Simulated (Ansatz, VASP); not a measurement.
**Pb: VASP beside Ansatz**

```
Pb
1.0
     0.00000    2.41583    2.41583
     2.41583    0.00000    2.41583
     2.41583    2.41583    0.00000
Pb
1
Direct
  0.00000 0.00000 0.00000
```

Alike in both runs: task single point; functional PBE; k mesh 14 × 14 × 14; occupations gaussian, width 0.1 eV; no spin polarisation.

```csv
,VASP,Ansatz
version,VASP 6.6.1,Ansatz 0.2.0
potentials or method,"VASP PAW PBE potentials, release 64 (Pb_d)","scalar-relativistic, plane waves, PAW"
plane-wave cutoff (eV),520,420
valence electrons in the cell,14,14
```

Ansatz gave:

* gap on the k mesh at the Fermi level (eV): none
* pressure (GPa): 6.9

Task: Estimate VASP's values.

Result: gap on the k mesh at the Fermi level (eV): none; pressure (GPa): 6.8.

A gap of «none» marks a metal or a gap that the smearing closes.

The runs have no spin-orbit coupling, so splittings on Pb are missing.
